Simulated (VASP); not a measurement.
Input:

```
AlSb
1.0
    0.00000     3.07000     3.07000
    3.07000     0.00000     3.07000
    3.07000     3.07000     0.00000
Al Sb
1 1
Direct
  0.00000   0.00000   0.00000
  0.25000   0.25000   0.25000
```

The numbers are results of PBEsol GGA, VASP's PBE PAW potentials (set 64) (plane waves; VASP 6.6.1), not measurements. Settings: 520 eV cut-off, 7×7×7 Γ-centred mesh, Gaussian smearing of 0.050 eV, potentials Al Sb.

**Question.** The ions, cell shape and volume are relaxed. Which structure does the run end with?

**Answer.** 
```
AlSb
1.0
    0.00000     3.08436     3.08436
    3.08436     0.00000     3.08436
    3.08436     3.08436     0.00000
Al Sb
1 1
Cartesian
  0.00000   0.00000   0.00000
  1.54218   1.54218   1.54218
```
Space group F-43m (216), at a tolerance of 0.03 Å.

**Question.** How do energy and volume change from the first to the last step?

**Answer.** The energy (σ→0) changes by -1.0 meV/atom and the volume by +1.4 %, in 3 ionic steps.

```json
[
 {"step": "1", "E(σ→0) (eV)": "-8.8615", "max force (eV/Å)": "0.000", "pressure (GPa)": "0.78", "volume (Å³)": "57.87"},
 {"step": "2", "E(σ→0) (eV)": "-8.8631", "max force (eV/Å)": "0.000", "pressure (GPa)": "-0.34", "volume (Å³)": "59.06"},
 {"step": "3", "E(σ→0) (eV)": "-8.8635", "max force (eV/Å)": "0.000", "pressure (GPa)": "0.00", "volume (Å³)": "58.68"}
]
```

The compound is AlSb in the zinc blende structure. This run relaxes it. Symmetry was kept, so distortions that lower it aren't found.
